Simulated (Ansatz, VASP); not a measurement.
# One calculation of BAs, two programs

The input INCAR:

```
SYSTEM = BAs
ALGO = Normal ; EDIFF = 1E-7
ENCUT = 520 ; GGA = PE
ISIF = 2 ; ISMEAR = -1
LASPH = .True. ; LCHARG = .False.
LREAL = .False. ; LWAVE = .False.
NBANDS = 11 ; NELM = 60
PREC = Accurate ; SIGMA = 0.05
```

File KPOINTS:

```
k-points
0
Gamma
  10 10 10
  0 0 0
```

POSCAR

```
BAs
1.0
    0.0000000000      2.3885000000      2.3885000000
    2.3885000000      0.0000000000      2.3885000000
    2.3885000000      2.3885000000      0.0000000000
As B
1 1
Direct
    0.7500000000      0.7500000000      0.7500000000
    0.0000000000      0.0000000000      0.0000000000
```

File input.yaml:

```yaml
crystal:
  lattice:
    - [0.0, 2.3885, 2.3885]
    - [2.3885, 0.0, 2.3885]
    - [2.3885, 2.3885, 0.0]
  atoms:
    - { symbol: As, position: [0.75, 0.75, 0.75] }
    - { symbol: B, position: [0.0, 0.0, 0.0] }
kpoints:
  mp_grid: { grid: [10, 10, 10] }
scf:
  occupations: { method: fermi_dirac, width: 0.05 }
hamiltonian:
  xc: pbe
  pseudopotentials: { kind: all_electron, lapw: { basis_error: 0.0005 } }
output:
  forces: true
  stress: true
  eigenvalues: true
```

Alike in both runs: task single point; functional PBE; k mesh 10 × 10 × 10; occupations fermi-dirac, width 0.05 eV; no spin polarisation.

```csv
,VASP,Ansatz
version,VASP 6.6.1,Ansatz 0.2.0
potentials or method,"VASP PAW PBE potentials, release 64 (As, B)","all-electron LAPW, scalar-relativistic"
plane-wave cutoff (eV),520,see its input
```

```tsv
	VASP	Ansatz	Ansatz less VASP
gap on the k mesh at the Fermi level (eV)	1.18	1.19	+0.011
least direct gap on the mesh (eV)	3.28	3.28	+0.008
pressure (GPa)	3.4	2.7	-0.70
```

Ansatz ran all-electron here, so the differences hold the error of VASP's frozen core and of both bases.

A k mesh can miss the band edges. PBE gaps usually lie below the measured ones, often by a third to a half.
